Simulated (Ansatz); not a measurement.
# MnO2 (P6_3/mmc) in Ansatz: a series of runs

The runs below take MnO2 through single point, with PBEsol.

Program: Ansatz 0.2.0. These are calculated values, not measurements. Logs are shortened: lines on timing, memory, paths and dates and some standing lists are left out, and cuts for length are marked.

### 1 The crystal as given

Symmetry: P6_3/mmc, No. 194, hexagonal system. The conventional cell has a = 2.855 Å, b = 2.855 Å, c = 10.222 Å, α = 90.00°, β = 90.00°, γ = 120.00°. Mn (site symmetry -3m) is surrounded by 6 O at 1.90 Å. O (site symmetry 3m) is surrounded by 3 Mn at 1.90 Å.

Measurements of this composition are mostly on another form, of space group No. 136.

### 2 Single point, PBEsol, collinear spin, ferromagnetic start, 11.30 Å³/atom (volume scaled by 0.94)

Contents of input.yaml:

```yaml
crystal:
  lattice:
    - [2.7966746872, 0.0, 0.0]
    - [-1.3983373435, 2.4219913252, 0.0]
    - [0.0, 0.0, 10.0130771825]
  atoms:
    - { symbol: Mn, position: [0.0, 0.0, 0.5], spin: 4.0 }
    - { symbol: Mn, position: [0.0, 0.0, 0.0], spin: 4.0 }
    - { symbol: O, position: [0.6666666667, 0.3333333333, 0.40685645] }
    - { symbol: O, position: [0.6666666667, 0.3333333333, 0.09314355] }
    - { symbol: O, position: [0.3333333333, 0.6666666667, 0.59314355] }
    - { symbol: O, position: [0.3333333333, 0.6666666667, 0.90685645] }
kpoints:
  mp_grid: { grid: [11, 11, 3] }
scf:
  occupations: { method: fermi_dirac, width: 0.05 }
hamiltonian:
  xc: pbesol
  pseudopotentials: { kind: all_electron, lapw: { basis_error: 0.001 } }
magnetization:
  spin_polarized: true
output:
  forces: true
  stress: true
  eigenvalues: true
```

Potentials or basis: all-electron LAPW, scalar-relativistic.

On the command line:

```bash
$ ansatz run input.yaml --threads 4 --pin off --max-ram 14336MiB --backend cpu --events-out ev --progress --plain --runs-dir out
```

Log:

```text
Warning: RAYON_NUM_THREADS=4 ignored (pool sized by the plan → 4); use --threads N
LAPW: plane waves up to 11.120 Å⁻¹, error target 1.0e-3 eV per atom; small_component_spin mean_spin; O in spheres of 0.845 Å, 8 of its electrons in bands, Dirac shells []; Mn in spheres of 1.020 Å, 21 of its electrons in bands, Dirac shells [] (how accurate: hamiltonian.pseudopotentials.lapw.basis_error, Limitations)
Engine: ansatz 0.2.0, x86_64-unknown-linux-gnu
Pseudopotentials: kind: all_electron
Pseudopotential: Mn, LAPW, valence charge 21, lapw/all_electron/scalar/gaussian/Mn, Koelling and Harmon's equation, gaussian nucleus
Pseudopotential: O, LAPW, valence charge 8, lapw/all_electron/scalar/gaussian/O, Koelling and Harmon's equation, gaussian nucleus
Functional definition: PBEsol
  exchange = pbesol_x
  correlation = pbesol_c
Crystal: 6 atoms, lattice volume = 67.824 Å³
Basis set: ecut = 471.079131485851 eV, 1535 PW (Γ), exchange–correlation at level 2
Bands: 50, of which v1, the nominal top of the filled ones, is band 37 counted from 1 (36 counted from 0)
Symmetry: 24 space group operations
Space group: P63/mmc (ITA 194), of the structure as read, at distance tolerance 4.1e-5 Å
Magnetic group: BNS 194.263 (UNI 1493), of the structure as read, at distance tolerance 4.1e-5 Å
k-points: 32 of 363
Non-local potential: Mn, projectors of the file, none
Non-local potential: O, projectors of the file, none
Initial density: superposition of atomic densities (chi_scale 0.1, normalization cell, long waves kept (reshape's long-wave potential 0.27 eV rms))
Starting moments: Σ|m| = 8 μB on 2 of 6 sites
Initial wavefunctions: plane waves of lowest kinetic energy (no species holds an atomic orbital)
Functional: x = pbesol(κ = 0.804, μ = 0.12345679012345678), c = pbesol(β = 0.046)
iter 1 solved again at ethr=1.06e-2 eV; its pass at ethr=1.00e-1 eV (dr2=7.82e0 eV) is discarded
[... 13 lines left out ...]
SCF iter   9: F=—  HF=-71163.055204 eV  |F-HF|=—  |Δ(HF+E_count)|=   2.56e-6  Δρ=3.95e-6 (↑3.72e-6 ↓3.95e-6)  dr2=4.26e-8  dr2_m=1.47e-10  M=6.000 μB ∫|m|=6.043 μB  β_m=0.99  ethr=1.36e-9  ⟨swp⟩=3.0  Hψ=9886  notcnv=0
SCF iter  10: F=-71163.055204 eV  HF=-71163.055205 eV  |F-HF|=6.93e-8  |Δ(HF+E_count)|=   7.84e-8  Δρ=3.77e-6 (↑3.02e-6 ↓3.77e-6)  dr2=3.52e-8  dr2_m=1.29e-10  M=6.000 μB ∫|m|=6.043 μB  ethr=5.75e-11  ⟨swp⟩=3.0  Hψ=9831  notcnv=0
SCF 1 converged in 10 iterations: F = -71163.055204 eV  dr2 = 3.52e-8
SCF converged after 10 iterations
Magnetization: 5.9997 μB (39.9999 up, 34.0001 down)
Absolute magnetization: 6.0428 μB (∫|ρ↑−ρ↓|)
Spin contamination: 0.0539 ħ² per cell (⟨S²⟩ above its minimum at these occupations)
Per-site moments (μB) at R_I (Å): [(2.652401535466005, 1.0198224316644728), (2.652401535466005, 1.0198224316644728), (0.07800442774270211, 0.8448416986939626), (0.07800442774270211, 0.8448416986939626), (0.07800442774270211, 0.8448416986939626), (0.07800442774270211, 0.8448416986939626)]
Free energy (F): -71163.055204 eV
Harris-Foulkes:  -71163.055205 eV  (|F-HF|=6.93e-8)
Internal energy: -71163.055102 eV  (E = F + TS)
E sigma→0 (E₀):  -71163.055153 eV
Entropy (-TS):   -0.000102 eV (-0.017 meV/atom)
Fermi energy:    7.821230 eV
--- Per-component energies (eV) ---
  E_band       = -12127.508201
  E_kinetic    = 71951.770275
  E_xc         = -3688.072888
  E_electrostatic = -139426.752489  (all electrons and nuclei)
  E_smearing   = -0.000102  (= −TS)
  E_closure    = 0.000000  (closes the sum)
  E_atoms      = -71112.000349  (free atoms, spherical and without spin; not in F)
  Σ components = -71163.055204   (vs F -71163.055204, Δ=0.00e0)
  Basis errors (estimates in eV, not in F): energy 4.5e-4 per atom: plane waves 4.1e-4 (2.5e-4 summed), levels above the bands 7.6e-133, relativity 5.0e-8, radial functions 3.8e-5, core shells 5.8e-7; eigenvalues (radial functions only) 1.1e-5; not estimated: angular momenta, meshes, grids; target (lapw.basis_error) 1.0e-3; muffin-tin radii O 0.845 Å, Mn 1.020 Å
--- Forces (eV/Å), atoms counted from 1 ---
  atom   1  Mn    -0.00000000    -0.00000000     0.00000000
  atom   2  Mn    -0.00000000    -0.00000000    -0.00000000
  atom   3  O     -0.00000000    -0.00000000    -0.78915762
  atom   4  O     -0.00000000    -0.00000000     0.78915762
  atom   5  O      0.00000000     0.00000000     0.78915762
  atom   6  O      0.00000000     0.00000000    -0.78915762
  max |Σ_I F_I| component: 1.11e-16 eV/Å
--- Stress (GPa, compression-positive) ---
       11.401551       0.000000       0.000000
       -0.000000      11.401551      -0.000000
        0.000000      -0.000000       7.826933
  P = ⅓ Tr σ = 10.2100 GPa (102.100 kbar)
--- Band table (eV; the first three rows and the last of 64) ---
  k-point 0 ↑: bands = ["-616.9175", "-616.9175", "-616.9175", "-616.9175", "-616.8953", "-616.8953", "-496.4488", "-496.4488", "-496.4488", "-496.4488", "-73.8965", "-73.8965", "-42.6833", "-42.6833", "-42.6745", "-42.6745", "-42.6745", "-42.6745", "-12.6677", "-12.6222", "-10.2557", "-10.1691", "0.7682", "1.0125", "1.0125", "1.0191", "1.0191", "1.1680", "4.8652", "5.0144", "5.0144", "5.0161", "5.0161", "5.7001", "5.7958", "5.7958", "5.8222", "5.8222", "7.2187", "7.4923", "10.5974", "10.5974", "10.6227", "10.6227", "14.3976", "16.0594", "16.9239", "17.9441", "19.4291", "20.8599"]
  k-point 1 ↑: bands = ["-616.9175", "-616.9175", "-616.9175", "-616.9175", "-616.8953", "-616.8953", "-496.4488", "-496.4488", "-496.4488", "-496.4488", "-73.8965", "-73.8965", "-42.6833", "-42.6833", "-42.6745", "-42.6745", "-42.6745", "-42.6745", "-12.6566", "-12.6338", "-10.2339", "-10.1906", "0.8594", "1.0141", "1.0141", "1.0174", "1.0174", "1.0582", "5.0148", "5.0148", "5.0157", "5.0157", "5.0647", "5.4759", "5.8024", "5.8024", "5.8156", "5.8156", "7.3093", "7.4411", "10.6037", "10.6037", "10.6164", "10.6164", "14.6795", "15.4091", "17.4195", "17.8223", "19.7570", "20.4747"]
  k-point 2 ↑: bands = ["-616.9175", "-616.9175", "-616.9175", "-616.9175", "-616.8953", "-616.8953", "-496.4488", "-496.4488", "-496.4488", "-496.4488", "-73.8945", "-73.8945", "-42.6920", "-42.6920", "-42.6804", "-42.6804", "-42.6784", "-42.6784", "-12.5472", "-12.5018", "-10.2873", "-10.2049", "0.8923", "0.9342", "0.9679", "1.1086", "1.1157", "1.2944", "4.4627", "4.4900", "4.6386", "4.6471", "5.1391", "5.7899", "5.8691", "6.0003", "6.1205", "6.1410", "7.2398", "7.5210", "10.2808", "10.3451", "10.5251", "10.5513", "14.7412", "16.2796", "17.2891", "18.3715", "19.8048", "20.9886"]
  k-point 31 ↓: bands = ["-615.8983", "-615.8983", "-615.8983", "-615.8983", "-615.8132", "-615.8132", "-496.3824", "-496.3824", "-496.3824", "-496.3824", "-70.7685", "-70.7685", "-39.8969", "-39.8969", "-39.8460", "-39.8460", "-39.5042", "-39.5042", "-10.5128", "-10.4983", "-10.4585", "-10.4439", "1.5136", "1.5560", "1.7297", "1.7647", "2.5820", "2.6220", "4.0074", "4.0927", "4.3172", "4.4326", "4.6856", "4.7899", "8.5209", "8.5392", "9.3233", "9.3571", "9.4950", "9.5362", "11.2495", "11.2667", "11.3053", "11.3170", "20.2535", "20.4985", "20.9723", "21.1343", "22.6568", "22.8922"]
```

Run time: 57 s. Hardware: 4 threads of Intel Xeon at 2.50GHz (Skylake/Cascade Lake), shared host; peak memory 0.98 GiB.

Results:

```
Free energy            : -71163.0552 eV
Pressure               : 10.2 GPa
Largest force          : 0.789 eV/Å
Band gap on the k mesh : 0.58 eV, indirect (least direct gap 0.61 eV)
Net moment             : 6.00 μB per cell
Absolute moment        : 6.04 μB per cell
Site moments           : Mn +2.65; O +0.08 μB
```

Caveat: an odd mesh through Γ misses points on the zone boundary, where band edges often lie; only a ferromagnetic start was run, and an antiferromagnetic order may lie lower in energy.

### 3 Single point, PBEsol, collinear spin, ferromagnetic start, 11.54 Å³/atom (volume scaled by 0.96)

Changes to input.yaml since step 2:

```diff
@@ -2,5 +2,5 @@
   lattice:
-    - [2.7966746872, 0.0, 0.0]
-    - [-1.3983373435, 2.4219913252, 0.0]
-    - [0.0, 0.0, 10.0130771825]
+    - [2.8163702283, 0.0, 0.0]
+    - [-1.4081851141, 2.4390481641, 0.0]
+    - [0.0, 0.0, 10.0835941339]
   atoms:
```

Potentials or basis: all-electron LAPW, scalar-relativistic.

On the command line:

```bash
$ ansatz run input.yaml --threads 4 --pin off --max-ram 14336MiB --backend cpu --events-out ev --progress --plain --runs-dir out
```

Run time: 69 s. Hardware: 4 threads of Intel Xeon at 2.50GHz (Skylake/Cascade Lake), shared host; peak memory 0.98 GiB.

The run converged. Its results:

```yaml
Free_energy: -71163.1259 eV
Pressure: 5.6 GPa
Largest_force: 0.436 eV/Å
Band_gap_on_the_k_mesh: 0.66 eV, indirect (least direct gap 0.69 eV)
Net_moment: 6.00 μB per cell
Absolute_moment: 6.05 μB per cell
Site_moments: Mn +2.68; O +0.07 μB
```

Caveat: an odd mesh through Γ misses points on the zone boundary, where band edges often lie; only a ferromagnetic start was run, and an antiferromagnetic order may lie lower in energy.

### 4 Single point, PBEsol, collinear spin, ferromagnetic start, 11.78 Å³/atom (volume scaled by 0.98)

Changes to input.yaml since step 3:

```diff
@@ -2,5 +2,5 @@
   lattice:
-    - [2.8163702283, 0.0, 0.0]
-    - [-1.4081851141, 2.4390481641, 0.0]
-    - [0.0, 0.0, 10.0835941339]
+    - [2.835794085, 0.0, 0.0]
+    - [-1.4178970425, 2.4558697175, 0.0]
+    - [0.0, 0.0, 10.15313836]
   atoms:
```

On the command line:

```bash
$ ansatz run input.yaml --threads 4 --pin off --max-ram 14336MiB --backend cpu --events-out ev --progress --plain --runs-dir out
```

Run time: 60 s. Hardware: 4 threads of Intel Xeon at 2.50GHz (Skylake/Cascade Lake), shared host; peak memory 0.99 GiB.

Results (log left out):

- Free energy: -71163.1571 eV
- Pressure: 1.4 GPa
- Largest force: 0.111 eV/Å
- Band gap on the k mesh: 0.74 eV, indirect (least direct gap 0.78 eV)
- Net moment: 6.00 μB per cell
- Absolute moment: 6.06 μB per cell
- Site moments: Mn +2.70; O +0.06 μB

Caveat: an odd mesh through Γ misses points on the zone boundary, where band edges often lie; only a ferromagnetic start was run, and an antiferromagnetic order may lie lower in energy.

### 5 Single point, PBEsol, collinear spin, ferromagnetic start, 12.03 Å³/atom

Changes to input.yaml since step 4:

```diff
@@ -2,5 +2,5 @@
   lattice:
-    - [2.835794085, 0.0, 0.0]
-    - [-1.4178970425, 2.4558697175, 0.0]
-    - [0.0, 0.0, 10.15313836]
+    - [2.8549554371, 0.0, 0.0]
+    - [-1.4274777185, 2.4724639352, 0.0]
+    - [0.0, 0.0, 10.2217427273]
   atoms:
```

On the command line:

```bash
$ ansatz run input.yaml --threads 4 --pin off --max-ram 14336MiB --backend cpu --events-out ev --progress --plain --runs-dir out
```

Run time: 59 s. Hardware: 4 threads of Intel Xeon at 2.50GHz (Skylake/Cascade Lake), shared host; peak memory 0.98 GiB.

Results (log left out):

* Free energy: -71163.1530 eV
* Pressure: -2.3 GPa
* Largest force: 0.187 eV/Å
* Band gap on the k mesh: 0.81 eV, indirect (least direct gap 0.86 eV)
* Net moment: 6.00 μB per cell
* Absolute moment: 6.07 μB per cell
* Site moments: Mn +2.72; O +0.05 μB

Caveat: an odd mesh through Γ misses points on the zone boundary, where band edges often lie; only a ferromagnetic start was run, and an antiferromagnetic order may lie lower in energy.

### 6 Single point, PBEsol, collinear spin, ferromagnetic start, 12.27 Å³/atom (volume scaled by 1.02)

Changes to input.yaml since step 5:

```diff
@@ -2,5 +2,5 @@
   lattice:
-    - [2.8549554371, 0.0, 0.0]
-    - [-1.4274777185, 2.4724639352, 0.0]
-    - [0.0, 0.0, 10.2217427273]
+    - [2.8738629778, 0.0, 0.0]
+    - [-1.4369314888, 2.4888383457, 0.0]
+    - [0.0, 0.0, 10.2894383606]
   atoms:
```

Potentials or basis: all-electron LAPW, scalar-relativistic.

On the command line:

```bash
$ ansatz run input.yaml --threads 4 --pin off --max-ram 14336MiB --backend cpu --events-out ev --progress --plain --runs-dir out
```

Run time: 59 s. Hardware: 4 threads of Intel Xeon at 2.50GHz (Skylake/Cascade Lake), shared host; peak memory 0.98 GiB.

The run converged. Its results:

```yaml
Free_energy: -71163.1175 eV
Pressure: -5.6 GPa
Largest_force: 0.461 eV/Å
Band_gap_on_the_k_mesh: 0.88 eV, indirect (least direct gap 0.93 eV)
Net_moment: 6.00 μB per cell
Absolute_moment: 6.09 μB per cell
Site_moments: Mn +2.74; O +0.04 μB
```

Caveat: an odd mesh through Γ misses points on the zone boundary, where band edges often lie; only a ferromagnetic start was run, and an antiferromagnetic order may lie lower in energy.

### 7 Single point, PBEsol, collinear spin, ferromagnetic start, 12.51 Å³/atom (volume scaled by 1.04)

Changes to input.yaml since step 6:

```diff
@@ -2,5 +2,5 @@
   lattice:
-    - [2.8738629778, 0.0, 0.0]
-    - [-1.4369314888, 2.4888383457, 0.0]
-    - [0.0, 0.0, 10.2894383606]
+    - [2.8925249486, 0.0, 0.0]
+    - [-1.4462624742, 2.5050000866, 0.0]
+    - [0.0, 0.0, 10.3562547676]
   atoms:
```

On the command line:

```bash
$ ansatz run input.yaml --threads 4 --pin off --max-ram 14336MiB --backend cpu --events-out ev --progress --plain --runs-dir out
```

Wall time 59 s (4 threads of Intel Xeon at 2.50GHz (Skylake/Cascade Lake), shared host); peak memory 0.98 GiB.

It converged, with:

```
Free energy            : -71163.0538 eV
Pressure               : -8.5 GPa
Largest force          : 0.713 eV/Å
Band gap on the k mesh : 0.95 eV, indirect (least direct gap 1.01 eV)
Net moment             : 6.00 μB per cell
Absolute moment        : 6.12 μB per cell
Site moments           : Mn +2.77; O +0.03 μB
```

Caveat: an odd mesh through Γ misses points on the zone boundary, where band edges often lie; only a ferromagnetic start was run, and an antiferromagnetic order may lie lower in energy.

### 8 Single point, PBEsol, collinear spin, ferromagnetic start, 12.75 Å³/atom (volume scaled by 1.06)

Changes to input.yaml since step 7:

```diff
@@ -2,5 +2,5 @@
   lattice:
-    - [2.8925249486, 0.0, 0.0]
-    - [-1.4462624742, 2.5050000866, 0.0]
-    - [0.0, 0.0, 10.3562547676]
+    - [2.9109491711, 0.0, 0.0]
+    - [-1.4554745855, 2.5209559313, 0.0]
+    - [0.0, 0.0, 10.4222199523]
   atoms:
```

On the command line:

```bash
$ ansatz run input.yaml --threads 4 --pin off --max-ram 14336MiB --backend cpu --events-out ev --progress --plain --runs-dir out
```

Run time: 62 s. Hardware: 4 threads of Intel Xeon at 2.50GHz (Skylake/Cascade Lake), shared host; peak memory 0.98 GiB.

It converged, with:

| Property | Result |
| --- | --- |
| Free energy | -71162.9650 eV |
| Pressure | -11.1 GPa |
| Largest force | 0.945 eV/Å |
| Band gap on the k mesh | 1.02 eV, indirect (least direct gap 1.08 eV) |
| Net moment | 6.00 μB per cell |
| Absolute moment | 6.16 μB per cell |
| Site moments | Mn +2.79; O +0.02 μB |

Caveat: an odd mesh through Γ misses points on the zone boundary, where band edges often lie; only a ferromagnetic start was run, and an antiferromagnetic order may lie lower in energy.

### 9 For comparison

An earlier run on the cell as given: functional PBEsol; potentials or basis all-electron LAPW, scalar-relativistic; cutoff 451 eV (chosen from the basis error); basis error allowed 0.001 eV/atom; k mesh 11 × 11 × 3; occupations fermi-dirac, width 0.05 eV; collinear spin, ferromagnetic start; starting moments [4.0, 4.0, 0.0, 0.0, 0.0, 0.0] μB.

- Pressure: -2.3 GPa
- Largest force: 0.187 eV/Å
- Band gap on the k mesh: 0.81 eV, indirect (least direct gap 0.86 eV)
- Net moment: 6.00 μB per cell
- Absolute moment: 6.07 μB per cell
- Site moments: Mn +2.72; O +0.05 μB
- Loewdin charges: Mn +1.46; O -0.67 e
